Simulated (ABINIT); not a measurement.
# Li (Im-3m) in ABINIT: equation of state

How stiff is Li in PBE, and what volume does it want? The cell is scaled to several volumes.

Everything below comes from runs of ABINIT 10.8.3 (patched build). Logs are shortened: lines on timing, memory, paths and dates and some standing lists are left out, and cuts for length are marked. The log counts tension as positive stress, the text compression.

## Step 1: The structure

It takes space group Im-3m (No. 229, cubic). The conventional cell has a = 3.509 Å, b = 3.509 Å, c = 3.509 Å, α = 90.00°, β = 90.00°, γ = 90.00°. Around Li (site symmetry m-3m) lie 8 Li at 3.04 Å.

## Step 2: Equation of state, PBE

The input, run.abi:

```
# Datasets: one volume each
ndtset 7
getwfk -1
scalecart1 3*0.9795861087
scalecart2 3*0.9864848297
scalecart3 3*0.9932883884
scalecart4 3*1.0000000000
scalecart5 3*1.0066227096
scalecart6 3*1.0131594038
scalecart7 3*1.0196128224

# Pseudopotentials
pp_dirpath "./"
pseudos "Li.GGA_PBE-JTH.xml"

# Structure
acell 3*1.0 Angstrom
rprim
    -1.7546500000     1.7546500000     1.7546500000
     1.7546500000    -1.7546500000     1.7546500000
     1.7546500000     1.7546500000    -1.7546500000
ntypat 1
znucl 3
natom 1
typat 1
xred
     0.0000000000     0.0000000000     0.0000000000

# Plane-wave basis
ecut 15.0
pawecutdg 30.0

# k points
kptopt 1
ngkpt 11 11 11
nshiftk 1
shiftk 0.0 0.0 0.0

# Exchange and correlation
ixc 11

# Bands and occupations
nband 6
occopt 3
tsmear 0.05 eV

# SCF cycle
nstep 100
tolvrs 1.0e-9

# Output
iomode 3
prtwf 1
prtden 0
prteig 0
prtebands 0
```

Potentials or basis: JTH PAW PBE v2.0.

On the command line:

```console
> abinit run.abi > log 2>&1
```

run.abo:

```text
.Version 10.8.3 of ABINIT
 DATASET    1 : space group Im -3 m (#229); Bravais cI (body-center cubic)
================================================================================
 Values of the parameters that define the memory need for DATASET  1.
     intxc =       0    ionmov =       0      iscf =      17    lmnmax =       9
     lnmax =       5     mgfft =      20  mpssoang =       2    mqgrid =    3001
     natom =       1  nloc_mem =       2    nspden =       1   nspinor =       1
    nsppol =       1      nsym =      48    n1xccc =       1    ntypat =       1
    occopt =       3   xclevel =       2
       mpw =         392          nfft =        8000          nkpt =          56
 PAW method is used; the additional fine FFT grid is defined by:
   mgfftf=        30    nfftf =     27000
================================================================================
================================================================================
[... 71 lines left out ...]
 DATASET    7 : space group Im -3 m (#229); Bravais cI (body-center cubic)
================================================================================
 Values of the parameters that define the memory need for DATASET  7.
     intxc =       0    ionmov =       0      iscf =      17    lmnmax =       9
     lnmax =       5     mgfft =      24  mpssoang =       2    mqgrid =    3001
     natom =       1  nloc_mem =       2    nspden =       1   nspinor =       1
    nsppol =       1      nsym =      48    n1xccc =       1    ntypat =       1
    occopt =       3   xclevel =       2
       mpw =         444          nfft =       13824          nkpt =          56
 PAW method is used; the additional fine FFT grid is defined by:
   mgfftf=        30    nfftf =     27000
================================================================================
================================================================================

--------------------------------------------------------------------------------
------------- Echo of variables that govern the present computation ------------
--------------------------------------------------------------------------------
 -outvars: echo values of preprocessed input variables --------
            acell      1.8897261259E+00  1.8897261259E+00  1.8897261259E+00 Bohr
              amu      6.94100000E+00
             ecut      1.50000000E+01 Hartree
           getwfk          -1
                       outvar_i_n : Printing only first  50 k-points.
              ixc          11
           jdtset        1    2    3    4    5    6    7
                       outvar_i_n : Printing only first  50 k-points.
         kptrlatt       11    0    0      0   11    0      0    0   11
          kptrlen1     6.18849862E+01
          kptrlen2     6.23208103E+01
          kptrlen3     6.27506226E+01
          kptrlen4     6.31746262E+01
[... 42 lines left out ...]
                       1.7777401479E+00  1.7777401479E+00 -1.7777401479E+00
            rprim7    -1.7890636388E+00  1.7890636388E+00  1.7890636388E+00
                       1.7890636388E+00 -1.7890636388E+00  1.7890636388E+00
                       1.7890636388E+00  1.7890636388E+00 -1.7890636388E+00
          spgroup         229
           tolvrs      1.00000000E-09
           tsmear      1.83746611E-03 Hartree
            typat      1
           useylm           1
                       outvars : Printing only first  50 k-points.
            znucl        3.00000

================================================================================

 chkinp: Checking input parameters for consistency, jdtset=   1.

 chkinp: Checking input parameters for consistency, jdtset=   2.
[... 40 lines left out ...]
 getcut: wavevector=  0.0000  0.0000  0.0000  ngfft=  30  30  30
         ecut(hartree)=     30.000   => boxcut(ratio)=   2.16273

--- Pseudopotential description ------------------------------------------------
- pspini: atom type   1  psp file is ./Li.GGA_PBE-JTH.xml
 Pseudopotential format is: paw10
 basis_size (lnmax)=  5 (lmn_size=  9), orbitals=   0   0   0   1   1
 Spheres core radius: rc_sph= 1.60264751
 Shapefunction is BESSEL type: shapef(r,l)=aa(1,l)*jl(q(1,l)*r)+aa(2,l)*jl(q(2,l)*r)
 Radius for shape functions =  1.30023672
 Compensation charge density is not taken into account in XC energy/potential

   1.71693665E+01                                ecore*ucvol(ha*bohr**3)
--------------------------------------------------------------------------------

[... 1116 lines left out ...]
-Cartesian components of stress tensor (GPa)         [Pressure= -1.4236E+00 GPa]
- sigma(1 1)=  1.42362541E+00  sigma(3 2)=  0.00000000E+00
- sigma(2 2)=  1.42362541E+00  sigma(3 1)=  0.00000000E+00
- sigma(3 3)=  1.42362541E+00  sigma(2 1)=  0.00000000E+00

== END DATASET(S) ==============================================================
================================================================================

 -outvars: echo values of variables after computation  --------
            acell      1.8897261259E+00  1.8897261259E+00  1.8897261259E+00 Bohr
           etotal1    -7.5207896267E+00
           etotal2    -7.5207734519E+00
           etotal3    -7.5207306182E+00
           etotal4    -7.5206630657E+00
           etotal5    -7.5205729049E+00
           etotal6    -7.5204619558E+00
           etotal7    -7.5203319054E+00
            fcart1    -0.0000000000E+00 -0.0000000000E+00 -0.0000000000E+00
            fcart2    -0.0000000000E+00 -0.0000000000E+00 -0.0000000000E+00
            fcart3    -0.0000000000E+00 -0.0000000000E+00 -0.0000000000E+00
            fcart4    -0.0000000000E+00 -0.0000000000E+00 -0.0000000000E+00
            fcart5    -0.0000000000E+00 -0.0000000000E+00 -0.0000000000E+00
            fcart6    -0.0000000000E+00 -0.0000000000E+00 -0.0000000000E+00
            fcart7    -0.0000000000E+00 -0.0000000000E+00 -0.0000000000E+00
            rprim1    -1.7188307656E+00  1.7188307656E+00  1.7188307656E+00
                       1.7188307656E+00 -1.7188307656E+00  1.7188307656E+00
                       1.7188307656E+00  1.7188307656E+00 -1.7188307656E+00
[... 17 lines left out ...]
                       1.7890636388E+00  1.7890636388E+00 -1.7890636388E+00
           strten1     1.5704175572E-06  1.5704175572E-06  1.5704175572E-06
                       0.0000000000E+00  0.0000000000E+00  0.0000000000E+00
           strten2     1.1083207143E-05  1.1083207143E-05  1.1083207143E-05
                       0.0000000000E+00  0.0000000000E+00  0.0000000000E+00
           strten3     1.9862255336E-05  1.9862255336E-05  1.9862255336E-05
                       0.0000000000E+00  0.0000000000E+00  0.0000000000E+00
           strten4     2.7944982949E-05  2.7944982949E-05  2.7944982949E-05
                       0.0000000000E+00  0.0000000000E+00  0.0000000000E+00
           strten5     3.5354062793E-05  3.5354062793E-05  3.5354062793E-05
                       0.0000000000E+00  0.0000000000E+00  0.0000000000E+00
           strten6     4.2154018580E-05  4.2154018580E-05  4.2154018580E-05
                       0.0000000000E+00  0.0000000000E+00  0.0000000000E+00
           strten7     4.8388044333E-05  4.8388044333E-05  4.8388044333E-05
                       0.0000000000E+00  0.0000000000E+00  0.0000000000E+00
 Calculation completed.
```

Wall time 23 s (1 thread of Arm Neoverse V1, shared host); peak memory 0.11 GiB.

Results:

| Property | Result |
| --- | --- |
| Equilibrium volume | 20.28 Å³/atom (rough: see the caveat) |
| Bulk modulus | 13.9 GPa (rough) |

Energy against volume, from the lowest point:
```tsv
volume (Å³/atom)	energy (meV/atom)
20.312	0.00
20.744	0.44
21.177	1.61
21.609	3.44
22.041	5.90
22.473	8.92
22.905	12.46
```

Caveat: pressures at fixed basis lie under the slope of the energies; the minimum lies outside the volumes run.
